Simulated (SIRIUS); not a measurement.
NiO: band structure with PBE

**The experiment to reproduce.**

“Local correlations, non-local screening, multiplets, and band formation in NiO”, 2012, arxiv:1210.6675 quotes, for a bulk crystal of NiO: band gap 4.3 eV.

Crystal: NiO.

```
Ni O
1.0
     0.00000    2.08590    2.08590
     2.08590    0.00000    2.08590
     2.08590    2.08590    0.00000
Ni O
1 1
Direct
  0.00000 0.00000 0.00000
  0.50000 0.50000 0.50000
```

```json
{"Program": "SIRIUS 7.12.0", "Task": "band structure", "Functional": "PBE", "Potentials or basis": "all-electron FP-LAPW (ZORA valence)", "Cutoff": "294 eV", "Basis": "apw+lo standard", "k mesh": "11 × 11 × 11", "Occupations": "fermi-dirac, width 0.05 eV", "Spin": "collinear spin, ferromagnetic start", "Starting moments": "[1.0, 0.0] μB", "Muffin tin radii": "Ni 2.32, O 1.55 bohr", "Basis cutoff (gk_cutoff)": "4.65 1/bohr", "Cutoff of density and potential (pw_cutoff)": "24 1/bohr", "lmax of the basis": "12", "lmax of density and potential": "8", "Valence relativity": "zora", "Core states": "Ni 1s2s2p, O 1s", "Local orbitals (radial functions)": "Ni 13, O 10", "Reference energy of the basis": "0.26 Ha", "Smallest sphere radius times basis cutoff": "7.21", "Core relativity": "dirac", "Start of the SCF": "LDA density"}
```

```yaml
Band_gap_along_the_path: none (metal or under the smearing width)
Net_moment: 1.67 μB per cell
Site_moments: Ni +1.40; O +0.24 μB
All_electrons_inside_the_program's_atomic_spheres: Ni 26.97; O 6.98 (radii Ni 2.32, O 1.55 bohr)
```

Levels at the corners of the path, in eV from the Fermi level:
Spin up:
| point | band 10 | band 11 | band 12 | band 13 | band 14 | band 15 | band 16 | band 17 |
| --- | --- | --- | --- | --- | --- | --- | --- | --- |
| Γ | -3.07 | -2.62 | -2.62 | -2.62 | 1.49 | 17.76 | 18.82 | 18.82 |
| X | -2.72 | -2.16 | -1.60 | -1.60 | 6.08 | 10.53 | 12.18 | 16.56 |
| W | -1.87 | -1.87 | -1.60 | -1.20 | 8.43 | 10.63 | 10.63 | 13.37 |
| K | -1.80 | -1.72 | -1.49 | -1.13 | 7.73 | 10.27 | 10.47 | 15.77 |
| Γ | -3.07 | -2.62 | -2.62 | -2.62 | 1.49 | 17.76 | 18.82 | 18.82 |
| L | -1.91 | -1.39 | 0.33 | 0.33 | 5.53 | 9.94 | 13.95 | 13.95 |
| U | -1.80 | -1.72 | -1.49 | -1.13 | 7.73 | 10.27 | 10.47 | 15.77 |
| W | -1.87 | -1.87 | -1.60 | -1.20 | 8.43 | 10.63 | 10.63 | 13.37 |
| L | -1.91 | -1.39 | 0.33 | 0.33 | 5.53 | 9.94 | 13.95 | 13.95 |
| K | -1.80 | -1.72 | -1.49 | -1.13 | 7.73 | 10.27 | 10.47 | 15.77 |
Spin down:
```
point  band 9  band 10  band 11  band 12  band 13  band 14
    Γ   -1.85    -1.85    -1.85    -0.64    -0.64     1.83
    X   -2.84    -0.74    -0.74    -0.21     0.33     6.54
    W   -1.09    -1.09    -0.74     0.20     0.95     8.96
    K   -1.66    -0.88    -0.66     0.46     0.96     8.18
    Γ   -1.85    -1.85    -1.85    -0.64    -0.64     1.83
    L   -0.94    -0.94    -0.58     2.18     2.18     5.71
    U   -1.66    -0.88    -0.66     0.46     0.96     8.18
    W   -1.09    -1.09    -0.74     0.20     0.95     8.96
    L   -0.94    -0.94    -0.58     2.18     2.18     5.71
    K   -1.66    -0.88    -0.66     0.46     0.96     8.18
```

It took 3.9 min on 1 thread of Arm Neoverse V1, with other jobs on the host, peak memory 0.82 GiB.

A measured gap of NiO is 4.3 eV (quoted in “Local correlations, non-local screening, multiplets, and band formation in NiO”, 2012, arxiv:1210.6675); the calculated 0.00 eV misses it by -4.30 eV. So large a miss can be the level of theory's own, or it may mean another phase, state or a wrong row. The value is that of PBE, without temperature or zero-point motion. Semilocal functionals fall short of measured gaps as a rule. The run's magnetic order (collinear spin, ferromagnetic start) needn't be the measured crystal's.

Caveat: a cell with one magnetic atom can't hold antiferromagnetic order, which such compounds often take; semilocal functionals often make such compounds metallic where correlation or magnetic order opens a gap, which also shifts bond lengths.
